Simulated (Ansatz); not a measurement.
Two G0W0 runs on WS2/WS2 (multilayer of trigonal-prismatic sheets).

The cell holds 6 atoms: 2 W and 4 S. Its edges and angles: a = 3.157 Å, b = 3.157 Å, c = 41.700 Å, α = 90.0°, β = 90.0°, γ = 120.0°. Regions: layer 1 (WS2), 3 atoms (1 W and 2 S); layer 2 (WS2), 3 atoms (1 W and 2 S). Vacuum lies along c.

```xyz
6
Lattice="3.1569 0.0000 0.0000 -1.5784 2.7340 0.0000 0.0000 0.0000 41.7000" Properties=species:S:1:pos:R:3
W     0.0000    1.8226   17.8086
S     1.5784    0.9113   19.3832
S     1.5784    0.9113   16.2321
W     1.5784    0.9113   23.8914
S     0.0000    1.8226   25.4679
S     0.0000    1.8226   22.3168
```

The structure was relaxed with PBE-D3(BJ). The runs that relaxed it are not among those shown. Spin-orbit coupling is left out unless a run names it. PAW set soft_2, made with PBE.

The first (Ansatz 0.2.0; start PBE, 9×9×1 mesh, 478 empty bands, screening to 70 eV; 1 × NVIDIA H100 80GB HBM3 (shared by 6 runs) with 3 threads of AMD EPYC 7R13 (Zen 3), shared host) gave, on its mesh: starting gap 1.45 eV, G0W0 gap 2.04 eV, mean of 1 + 4πα/V (set by the cell height) 3.58, 60 s.

Question: The second changes empty bands from 478 to 191 and screening cutoff (eV) from 70.0 to 38. What does it give?

It gave: starting gap 1.45 eV, G0W0 gap 2.00 eV, mean of 1 + 4πα/V (set by the cell height) 3.60, 53 s. The G0W0 gap moves by −0.04 eV, +0.00 eV from the start and −0.04 eV from the correction. Σc changes by +0.34 eV at the valence top and +0.30 eV at the conduction bottom, and Σx − Vxc between them by +0.00 eV.

Limits: not at the basis limit; coarse mesh for a sheet; no spin-orbit coupling.

[Paths, hosts, dates, memory and timing lines, banners, echoed tables and standing remarks are left out of the program output.]

[Logs are printed without paths, hosts, clocks, repeated set-up lines and the standing remarks that a program may print on its own settings, such as how far it seeks lower states.]

[Runs of the session that timed out or met a known fault of the program may be left out.]

[Cells called generated may have been cut or substituted from an entry of the Crystallography Open Database or the Materials Project.]

[Hosts, paths, dates, database ids (printed as entryN), source tags and the programs' standing remarks are cut or masked in the printed files.]
